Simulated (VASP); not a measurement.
Here is a VASP 6.6.1 calculation.

POSCAR

```
Zn
1.0
    0.0000000000      1.9647760000      1.9647760000
    1.9647760000      0.0000000000      1.9647760000
    1.9647760000      1.9647760000      0.0000000000
Zn
1
Direct
    0.0000000000      0.0000000000      0.0000000000
```

Contents of INCAR.step1:

```
  ALGO = Fast
  EDIFF = 1E-6
  ENCUT = 520
  GGA = PS
  ISIF = 2
  ISMEAR = -1
  LASPH = True
  LCHARG = True
  LREAL = False
  LWAVE = False
  NELM = 100
  PREC = Accurate
  SIGMA = 0.05
```

The input KPOINTS.step1:

```
k-points
0
Gamma
  12 12 12
```

The input INCAR.step2:

```
  ALGO = Fast
  EDIFF = 1E-6
  ENCUT = 520
  GGA = PS
  ICHARG = 11
  ISIF = 2
  ISMEAR = 0
  LASPH = True
  LCHARG = False
  LREAL = False
  LWAVE = False
  NELM = 100
  PREC = Accurate
  SIGMA = 0.05
```

File KPOINTS.step2:

```
path GXWKGLUWLK,UX
15
line-mode
reciprocal
 0.0000000000  0.0000000000  0.0000000000  G
 0.5000000000  0.0000000000  0.5000000000  X

 0.5000000000  0.0000000000  0.5000000000  X
 0.5000000000  0.2500000000  0.7500000000  W

 0.5000000000  0.2500000000  0.7500000000  W
 0.3750000000  0.3750000000  0.7500000000  K

 0.3750000000  0.3750000000  0.7500000000  K
 0.0000000000  0.0000000000  0.0000000000  G

 0.0000000000  0.0000000000  0.0000000000  G
 0.5000000000  0.5000000000  0.5000000000  L

 0.5000000000  0.5000000000  0.5000000000  L
 0.6250000000  0.2500000000  0.6250000000  U

 0.6250000000  0.2500000000  0.6250000000  U
 0.5000000000  0.2500000000  0.7500000000  W

 0.5000000000  0.2500000000  0.7500000000  W
 0.5000000000  0.5000000000  0.5000000000  L

 0.5000000000  0.5000000000  0.5000000000  L
 0.3750000000  0.3750000000  0.7500000000  K

 0.6250000000  0.2500000000  0.6250000000  U
 0.5000000000  0.0000000000  0.5000000000  X
```

Potentials or basis: VASP PAW PBE potentials, release 64 (Zn).

Command:

```console
$ cat potpaw_PBE.64/Zn/POTCAR > POTCAR
$ cp INCAR.step1 INCAR
$ cp KPOINTS.step1 KPOINTS
$ mpirun -np 1 vasp_std > vasp.out
$ cp INCAR.step2 INCAR
$ cp KPOINTS.step2 KPOINTS
$ mpirun -np 1 vasp_std > vasp.out
```

Q: What does it give for the band gap along the path?

A: None (metal or under the smearing width).

Levels at the corners of the path, in eV from the Fermi level:
```csv
point,band 2,band 3,band 4,band 5,band 6,band 7,band 8,band 9,band 10
Γ,-7.53,-7.53,-7.53,-7.15,-7.15,18.30,18.30,18.30,18.97
X,-8.15,-6.88,-6.79,-6.79,-0.95,1.78,8.46,8.46,12.14
X,-8.15,-6.88,-6.79,-6.79,-0.95,1.78,8.46,8.46,12.14
W,-7.63,-7.63,-7.13,-6.79,2.29,2.29,3.15,4.09,21.77
W,-7.63,-7.63,-7.13,-6.79,2.29,2.29,3.15,4.09,21.65
K,-7.84,-7.23,-7.06,-6.89,0.80,1.61,2.70,9.99,13.52
K,-7.84,-7.23,-7.06,-6.89,0.80,1.61,2.70,9.99,13.52
Γ,-7.53,-7.53,-7.53,-7.15,-7.15,18.30,18.30,18.30,18.97
Γ,-7.53,-7.53,-7.53,-7.15,-7.15,18.30,18.30,18.30,18.97
L,-7.54,-7.54,-6.87,-6.87,-2.86,-1.33,15.28,15.28,17.50
L,-7.54,-7.54,-6.87,-6.87,-2.86,-1.33,15.28,15.28,17.50
U,-7.84,-7.23,-7.06,-6.89,0.80,1.61,2.70,9.99,13.52
U,-7.84,-7.23,-7.06,-6.89,0.80,1.61,2.70,9.99,13.52
W,-7.63,-7.63,-7.13,-6.79,2.29,2.29,3.15,4.09,21.65
W,-7.63,-7.63,-7.13,-6.79,2.29,2.29,3.15,4.09,21.78
L,-7.54,-7.54,-6.87,-6.87,-2.86,-1.33,15.28,15.28,17.50
L,-7.54,-7.54,-6.87,-6.87,-2.86,-1.33,15.28,15.28,17.50
K,-7.84,-7.23,-7.06,-6.89,0.80,1.61,2.70,9.99,13.52
U,-7.84,-7.23,-7.06,-6.89,0.80,1.61,2.70,9.99,13.52
X,-8.15,-6.88,-6.79,-6.79,-0.95,1.78,8.46,8.46,12.14
```

Caveat: the log is that of the step along the path at fixed density, whose energy, stress, charges and moments have no meaning.
